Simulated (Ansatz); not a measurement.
System: α-quartz-type GeO2 (metastable phase). Method: revPBE (Ansatz, a quantum-chemistry and plane-wave program, PAW).

Numerical settings: plane-wave cutoff 520 eV, 12×12×6 k mesh (along the axes of the cell as run), Fermi–Dirac smearing 0.01 eV, scalar-relativistic PAW data made under PBE.

Cell (relaxed at this level):

```cif
data_Ge3O6
_chemical_formula_sum 'Ge3 O6'
_space_group_name_H-M_alt 'P3221'
_space_group_IT_number 154
_space_group_name_Hall 'P 32 2"'
_cell_length_a 5.17248
_cell_length_b 5.17248
_cell_length_c 5.82394
_cell_angle_alpha 90.000
_cell_angle_beta 90.000
_cell_angle_gamma 120.000
loop_
_atom_site_label
_atom_site_type_symbol
_atom_site_symmetry_multiplicity
_atom_site_Wyckoff_symbol
_atom_site_fract_x
_atom_site_fract_y
_atom_site_fract_z
_atom_site_occupancy
Ge1 Ge 3 a 0.53995 0.53995 0.00000 1
O1 O 6 c 0.29154 0.39969 0.23783 1
```

Question: Predict the bulk modulus B0, band gap and smallest direct gap on the k points sampled.

Answer: 
- bulk modulus B0: 36.4 GPa
- band gap: 3.19 eV (indirect)
- smallest direct gap on the k points sampled: 3.28 eV

Measured, for comparison: bulk modulus 42 GPa (room temperature, no zero-point or thermal correction, from measured elastic constants; as tabulated in Sevik and Bulutay (2007), arXiv:cond-mat/0610176). Computed (rounded) less measured: bulk modulus -13 %.

Note: the cell is over a tenth larger than the published one: the level's own overestimate first of all, though another phase or state, or a fault of the published cell, is possible; the bulk modulus comes from volumes at which shape and atoms were relaxed.

Spin–orbit coupling is not included.

The computed numbers hold no vibrational or temperature effects.

The result took about 40 core-minutes (a rough figure).
